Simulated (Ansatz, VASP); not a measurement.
# One calculation of Mo, two programs

```
CELL_PARAMETERS angstrom
-2.50535 2.50535 1.32990
2.50535 -2.50535 1.32990
2.50535 2.50535 -1.32990
ATOMIC_POSITIONS crystal
Mo 0.00000 0.00000 0.00000
Mo 0.75000 0.25000 0.50000
```

Alike in both runs: functional r2SCAN; k mesh 8 × 8 × 8; occupations gaussian, width 0.1 eV; no spin polarisation.

Ansatz relaxed the structure, and its values are those at the end. VASP's run is a single point on that final structure, the one shown.

|  | VASP | Ansatz |
| --- | --- | --- |
| version | VASP 6.6.1 | Ansatz 0.2.0 |
| potentials or method | VASP PAW PBE potentials, release 64 (Mo_sv) | scalar-relativistic, plane waves, PAW |
| plane-wave cutoff (eV) | 520 | 500 |
| valence electrons in the cell | 28 | 28 |

|  | VASP | Ansatz | Ansatz less VASP |
| --- | --- | --- | --- |
| gap on the k mesh at the Fermi level (eV) | none | none | - |
| pressure (GPa) | 1.2 | 0.2 | -1.04 |

A gap of «none» marks a metal or a gap that the smearing closes.

Caveats: the PAW data sets were made with another functional, which shifts forces and pressure a little (VASP).
